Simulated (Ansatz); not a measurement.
## Band structure of HfB₂

```
CELL_PARAMETERS angstrom
3.14000 0.00000 0.00000
-1.57000 2.71932 0.00000
0.00000 0.00000 3.48000
ATOMIC_POSITIONS crystal
Hf 0.00000 0.00000 0.00000
B 0.33333 0.66667 0.50000
B 0.66667 0.33333 0.50000
```

Atom numbers follow the list: Hf1, B2, B3.

The cell is COD entry 1510711, as deposited and not checked against the literature; nothing was relaxed.

No spin–orbit coupling, which matters for the heavy atoms here.

These are results of Ansatz 0.2.0, DFT, PBE, all-electron LAPW, scalar-relativistic, not measurements.

Sampling and basis: a Γ-centred 15×15×12 k mesh, Fermi–Dirac smearing of 0.03 eV, basis error target 1 meV/atom, no spin polarisation.

Points in fractions of the reciprocal vectors of this cell: Γ (0, 0, 0), M (0.5, 0, 0), K (0.333, 0.333, 0), A (0, 0, 0.5), L (0.5, 0, 0.5), H (0.333, 0.333, 0.5). The path joins them by straight lines in the order Γ–M–K–Γ–A–L–H–A–L; legs that retrace an earlier one aren't tabulated. Energies are in eV from the Fermi level.

**Question.** Is there a gap?

**Answer.** none: bands cross the Fermi level, a metal.

**Question.** List the levels between -20 and 4.5 eV at the symmetry points.

**Answer.** 
Γ: -13.79, -11.80, -11.78, -11.77 (×4), -11.67, -3.05, -2.96 (×2), -2.78, 3.96 (×2)
M: -11.86, -11.79, -11.79, -11.74 (×2), -11.73, -11.71, -9.82, -9.03, -4.18, -3.44, -2.92, 2.12, 2.67
K: -11.83 (×2), -11.76 (×3), -11.75, -11.70, -8.30 (×2), -7.78, -2.63 (×2), 1.69 (×2), 3.40
A: -11.87, -11.79 (×2), -11.78, -11.75 (×2), -11.67, -11.34, -8.41, -1.20 (×2), 0.26 (×2), 0.94 (×2), 2.17
L: -11.82, -11.78, -11.77 (×2), -11.74, -11.73, -11.71, -10.39, -7.51, -5.02, -4.76, -2.72, 3.99, 4.10
H: -11.79 (×2), -11.77 (×3), -11.75, -11.70, -9.15 (×2), -5.55, -3.21 (×2), 4.41
